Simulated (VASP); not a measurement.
Wanted: the native input for a VASP 6.6.1 run.

| Item | Value |
| --- | --- |
| Task | relaxation of cell and atoms |
| Functional | PBEsol |
| Potentials or basis | VASP PAW PBE potentials, release 64 (Zr_sv, O) |
| Cutoff | 600 eV |
| k mesh | 10 × 10 × 10 |
| Occupations | gaussian, width 0.02 eV |
| Spin | no spin polarisation |
| Further INCAR settings | ALGO = Fast; EDIFF = 1e-06; IBRION = 2; EDIFFG = -0.005; NSW = 40; ISIF = 3 |

The structure of ZrO2 lies in POSCAR:

```
ZrO2
1.0
    0.0000000000      2.5350000000      2.5350000000
    2.5350000000      0.0000000000      2.5350000000
    2.5350000000      2.5350000000      0.0000000000
Zr O
1 2
Direct
    0.0000000000      0.0000000000      0.0000000000
    0.2500000000      0.2500000000      0.2500000000
    0.7500000000      0.7500000000      0.7500000000
```

The cell was built by a generator and needn't be a form met in nature.

The input as run:

INCAR

```
SYSTEM = ZrO2
  PREC = Accurate
  ENCUT = 600
  EDIFF = 1E-6
  ISMEAR = 0
  SIGMA = 0.02
  LREAL = .FALSE.
  LASPH = .TRUE.
  NELM = 120
  ALGO = Fast
  ISIF = 3
  LWAVE = .FALSE.
  LCHARG = .FALSE.
  GGA = PS
  IBRION = 2
  NSW = 40
  EDIFFG = -0.005
```

KPOINTS

```
Automatic mesh
0
G
  10 10 10
  0 0 0
```

Potentials or basis: VASP PAW PBE potentials, release 64 (Zr_sv, O).

The run is started by

```sh
$ cat potpaw_PBE.64/Zr_sv/POTCAR potpaw_PBE.64/O/POTCAR > POTCAR
$ mpirun -np 1 vasp_std > vasp.out
```

It gave:

- Relaxed volume: 10.83 Å³/atom
- Relaxed cell: a = 3.582 Å, b = 3.582 Å, c = 3.582 Å, α = 60.00°, β = 60.00°, γ = 60.00°
- Space group after relaxing (to 0.05 Å): Fm-3m (No. 225)
- Energy gained by relaxing: 0.1 meV/atom
- Ionic steps: 3
- Pressure after relaxing: 0.0 GPa
- Band gap on the k mesh: 3.32 eV, indirect (least direct gap 3.76 eV)

Caveat: the PAW data sets were made with another functional, which shifts forces and pressure a little.

Wall time 76 s on 1 thread of Intel(R) Xeon(R) Platinum 8488C (Sapphire Rapids), on a shared host, peak memory 0.19 GiB.
